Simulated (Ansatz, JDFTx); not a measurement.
PBE bulk modulus of 8 crystals in 3 set-ups

The same calculation (PBE, Γ-centred k mesh with a spacing near 0.25 Å⁻¹, Fermi-Dirac smearing of 0.05 eV, no spin-orbit coupling) was run on each cell with:

- A: Ansatz, Ansatz PAW (earlier soft set), cutoff 420 eV
- B: JDFTx, PseudoDojo-SR-PBE-0.5-standard, cutoffs 980 to 1143 eV
- C: Ansatz LAPW, all-electron LAPW, scalar-relativistic

Moduli come from Birch-Murnaghan fits over scaled cells with fixed shape and fractions, which off cubic symmetry can lie above the relaxed values. Not every cell is the stable form of its formula. Spin polarisation and spin-orbit coupling are off unless named.

| crystal | A (GPa) | B (GPa) | C (GPa) |
| --- | --- | --- | --- |
| GaN (F-43m) | 171.69 | 172.21 | 172.05 |
| Mo (Im-3m) | 262.03 | 261.45 | 261.88 |
| RuAl (Pm-3m) | ? | 203.99 | 203.46 |
| TiC (Fm-3m) | 250.33 | 250.87 | 250.78 |
| WSi2 (I4/mmm, 3 atoms) | ? | 220.55 | 220.14 |
| Re (P6_3/mmc, 2 atoms) | 363.03 | 363.62 | 361.93 |
| LiF (Fm-3m) | 66.98 | 67.13 | 66.84 |
| Os (P6_3/mmc, 2 atoms) | ? | 398.19 | 396.57 |

Question: Estimate what A gave in the places left open.

Answer: In the rows shown A lies +0.06 % from the all-electron result in the median. The runs gave RuAl 203.99 GPa (+0.26 %); WSi2 221.18 GPa (+0.47 %); Os 397.78 GPa (+0.31 %). The figures use the values as printed, and the reference carries errors of its own.
